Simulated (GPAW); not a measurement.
Crystal: Te2Mo.

```
Te Mo
1.0
     3.51820    0.00000    0.00000
    -1.75910    3.04685    0.00000
     0.00000    0.00000   13.97360
Te Mo
4 2
Direct
  0.66667 0.33333 0.37900
  0.33333 0.66667 0.87900
  0.33333 0.66667 0.62100
  0.66667 0.33333 0.12100
  0.66667 0.33333 0.75000
  0.33333 0.66667 0.25000
```

Base run:

| Item | Value |
| --- | --- |
| Program | GPAW 26.7.0 |
| Functional | r2SCAN |
| Potentials or basis | GPAW PAW data sets (gpaw-data 1.2.1) |
| Cutoff | 600 eV |
| Basis | pw |
| k mesh | 5 × 5 × 2 |
| Occupations | fermi-dirac, width 0.05 eV |
| Spin | spin-orbit coupling, no magnetisation |

Its results: band gap on the k mesh 0.80 eV, indirect (least direct gap 1.37 eV); pressure 1.8 GPa; largest force 0.135 eV/Å.

Q: The run is repeated on the same cell with these changes: functional from r2SCAN to TASK. What comes out?

A: Band gap on the k mesh 0.99 eV, indirect (least direct gap 1.50 eV); pressure 7.1 GPa; largest force 0.269 eV/Å.

Caveats: spin-orbit coupling was added after a scalar SCF, so levels and gaps hold it while energy, forces, pressure and moments don't; this program's spin-orbit splittings come out too wide for heavy elements; the PAW data sets were made with another functional, which shifts forces and pressure a little.
